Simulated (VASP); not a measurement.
A calculation with VASP 6.6.1 of Sr (native input, structure from a POSCAR):

Contents of INCAR:

```
ALGO = Normal
EDIFF = 1E-7
ENCUT = 500
GGA = RP
ISIF = 2
ISMEAR = 0
LASPH = True
LCHARG = False
LREAL = False
LWAVE = False
NBANDS = 17
NELM = 60
PREC = Accurate
SIGMA = 0.05
```

Contents of KPOINTS:

```
k-points
0
Gamma
  7 7 4
```

POSCAR

```
Sr
4.31
    1.000000000000      0.000000000000      0.000000000000
   -0.500000000000      0.866025403782      0.000000000000
    0.000000000000      0.000000000000      1.635730858469
Sr
2
Direct
    0.6666666667      0.3333333333      0.7500000000
    0.3333333333      0.6666666667      0.2500000000
```

Potentials or basis: VASP PAW PBE potentials, release 64 (Sr_sv).

Launch:

```console
$ cat potpaw_PBE.64/Sr_sv/POTCAR > POTCAR
$ mpirun -np 1 vasp_std > vasp.out
```

This isn't the form of Sr at room conditions, which is fcc.

Write the same calculation in another form: ASE script, structure from a POSCAR.

As run:

The input run.py:

```python
from ase.calculators.vasp import Vasp
from ase.dft.bandgap import bandgap
from ase.io import read

atoms = read('POSCAR')
calc = Vasp(
    directory='calc',
    xc='rpbe',
    pp='PBE',
    setups='minimal',
    prec='Accurate',
    encut=500,
    ediff=1e-07,
    ismear=0,
    sigma=0.05,
    lreal=False,
    lasph=True,
    nelm=80,
    algo='Fast',
    isif=2,
    lwave=False,
    lcharg=False,
    kpts=[7, 7, 4],
    gamma=True,
)
atoms.calc = calc

print('energy (eV):', atoms.get_potential_energy())
print('free energy (eV):', atoms.get_potential_energy(force_consistent=True))
print('forces (eV/A):')
print(atoms.get_forces())
print('stress (eV/A^3, Voigt):', atoms.get_stress())
print('Fermi level (eV):', calc.get_fermi_level())
gap, top, bottom = bandgap(calc)
print('band gap (eV):', gap, 'from (spin, k, band)', top, 'to', bottom)
```

The input POSCAR:

```
Sr
1.0
    4.3100000000      0.0000000000      0.0000000000
   -2.1550000000      3.7325694903      0.0000000000
    0.0000000000      0.0000000000      7.0500000000
Sr
2
Direct
    0.6666666667      0.3333333333      0.7500000000
    0.3333333333      0.6666666667      0.2500000000
```

Potentials or basis: VASP PAW PBE potentials, release 64 (Sr_sv).

Command:

```console
$ python run.py
```

Both were run:

|  | native input, structure from a POSCAR | ASE script, structure from a POSCAR |
| --- | --- | --- |
| Pressure | 0.5 GPa | 0.5 GPa |
| Band gap on the k mesh | none (metal or under the smearing width) | none (metal or under the smearing width) |

Keys that steer only the numerical path or the files written may differ.

Caveat: the PAW data sets were made with another functional, which shifts forces and pressure a little.
